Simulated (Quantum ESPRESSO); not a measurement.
# As: phonons at X under several settings

```
As
1.0
     2.70368    0.00000    0.00000
     0.00000    2.70368    0.00000
     0.00000    0.00000    2.70368
As
1
Direct
  0.50000 0.50000 0.50000
```

This isn't the form of As at room conditions, which is rhombohedral.

All runs used Quantum ESPRESSO 7.5; k mesh 8 × 8 × 8; given cell, atoms relaxed; no spin polarisation; occupations cold, width 0.2 eV.

```tsv
level	potentials	cutoff (eV)	pressure (GPa)	frequencies (cm⁻¹)
PBE	GBRV 1.5 PBE	612	3.8	99i 62 62
PBE	SG15 PBE 1.2	952	3.7	98i 61 61
PBE	SSSP 1.3 efficiency PBE	748	3.5	106i 62 62
PBE	JTH 2.0 PBE	707	3.4	104i 62 62
PBE	SPMS 1.0 PBE	952	3.5	97i 63 63
PBE	Ansatz NC SR PBE	1143	3.4	101i 62 62
PBE	PseudoDojo 0.4.1 SR PBE standard	1143	?	?
```

Problem. What stands in the row left open?

Solution. Pressure 3.4 GPa; frequencies 100i 62 62 cm⁻¹.

Values marked i are imaginary: the cell is unstable against those modes at that level, or the meshes are too thin.

Caveats: the mesh is thin for the phonons of a metal; some modes are imaginary; the cell is more than 3 GPa from zero pressure, which shifts response properties.

For the row left open. Caveat: the mesh is thin for the phonons of a metal; some modes are imaginary; the cell is more than 3 GPa from zero pressure, which shifts response properties.

The runs don't all hold the same shells in valence.
